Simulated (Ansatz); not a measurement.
# Si: the cost of one run

Program: Ansatz 0.2.0. Level of theory: DFT PBEsol, scalar-relativistic, plane waves, PAW. These are calculated values, not measurements.

## Step 1: The system as given

Symmetry: I4/mmm, No. 139, tetragonal system. The conventional cell has a = 6.644 Å, b = 6.644 Å, c = 3.837 Å, α = 90.00°, β = 90.00°, γ = 90.00°. Si (site symmetry m2m) has 4 Si at 2.34 to 2.38 Å as nearest neighbours.

As a file:

```cif
data_structure
_symmetry_space_group_name_H-M 'P 1'
_symmetry_Int_Tables_number 1
_cell_length_a 5.0750
_cell_length_b 5.0750
_cell_length_c 5.0750
_cell_angle_alpha 98.218
_cell_angle_beta 98.218
_cell_angle_gamma 135.572
_cell_volume 84.71
loop_
_atom_site_label
_atom_site_type_symbol
_atom_site_fract_x
_atom_site_fract_y
_atom_site_fract_z
_atom_site_occupancy
Si1 Si 0.17873 0.17873 0.35746 1
Si2 Si 0.82127 0.82127 0.64254 1
Si3 Si 0.17873 0.82127 0.00000 1
Si4 Si 0.82127 0.17873 0.00000 1
```

It goes back to an entry of the Materials Project, which need not be the stable form.

It is the result of an earlier relaxation at this level (volume 21.18 Å³/atom; gap on the mesh: 0.24 eV).

## Step 2: What is varied

The energy is mapped over two homogeneous strains (x along [1 0 0], y along [0 1 0], z along [0 0 1] of the conventional cell).

First coordinate, engineering shear strain xy: 7 values from −14.0 %. Second coordinate, equal normal strain along x and y: 7 values from −15 to 15 %.

Nothing else is relaxed (fractional coordinates fixed). Energies count from the relaxed crystal. Points are written as (first, second).

## Step 3: Grid point (−9.3 %, −15 %)

The input, input.yaml:

```yaml
crystal:
  lattice:
    - [-2.9788397578, 2.9788397578, 1.9186812134]
    - [2.9788397578, -2.9788397578, 1.9186812134]
    - [2.6688796291, 2.6688796291, -1.9186812134]
  atoms:
    - { symbol: Si, position: [0.1787304307, 0.1787304307, 0.3574608614] }
    - { symbol: Si, position: [0.8212695693, 0.8212695693, 0.6425391386] }
    - { symbol: Si, position: [0.1787304307, 0.8212695693, 0.0] }
    - { symbol: Si, position: [0.8212695693, 0.1787304307, 0.0] }
basis:
  ecutwfc: 420
kpoints:
  mp_grid: { grid: [10, 10, 10] }
hamiltonian:
  xc: pbesol
  pseudopotentials: { kind: paw, azcp: { folder: soft_1 } }
scf:
  occupations: { method: gaussian, width: 0.03 }
output:
  forces: true
  stress: true
  eigenvalues: true
```

Launch:

```console
> ansatz run input.yaml --threads 1 --pin off --max-ram 2048MiB --backend cpu --events-out ev --progress --plain --runs-dir out
```

**Question.** How long does this run take on 1 thread of Intel Xeon Platinum 8375C at 2.90GHz (Ice Lake), shared host, and how much memory does it need?

About 12 s, with a peak of 0.42 GiB.
